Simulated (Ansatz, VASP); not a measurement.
BeSe4: VASP beside Ansatz

```
CELL_PARAMETERS angstrom
5.36733 0.00000 0.00000
0.00000 5.36733 0.00000
0.00000 0.00000 4.01821
ATOMIC_POSITIONS crystal
Be 0.50000 0.50000 0.50000
Se 0.00000 0.00000 0.50000
Se 0.00000 0.50000 0.00000
Se 0.50000 0.00000 0.00000
Se 0.50000 0.50000 0.00000
```

Alike in both runs: functional PBE; k mesh 8 × 8 × 10; occupations gaussian, width 0.1 eV; no spin polarisation.

Ansatz relaxed the structure, and its values are those at the end. VASP's run is a single point on that final structure, the one shown.

|  | VASP | Ansatz |
| --- | --- | --- |
| version | VASP 6.6.1 | Ansatz 0.2.0 |
| potentials or method | VASP PAW PBE potentials, release 64 (Be, Se) | scalar-relativistic, plane waves, PAW |
| plane-wave cutoff (eV) | 520 | 420 |
| valence electrons in the cell | 26 | 66 |

VASP gave:

* gap on the k mesh at the Fermi level (eV): none
* pressure (GPa): 0.1

What did Ansatz give for the same quantities?

gap on the k mesh at the Fermi level (eV): none; pressure (GPa): 0.0.

A gap of «none» marks a metal or a gap that the smearing closes. The two sets of potentials don't hold the same shells in valence.
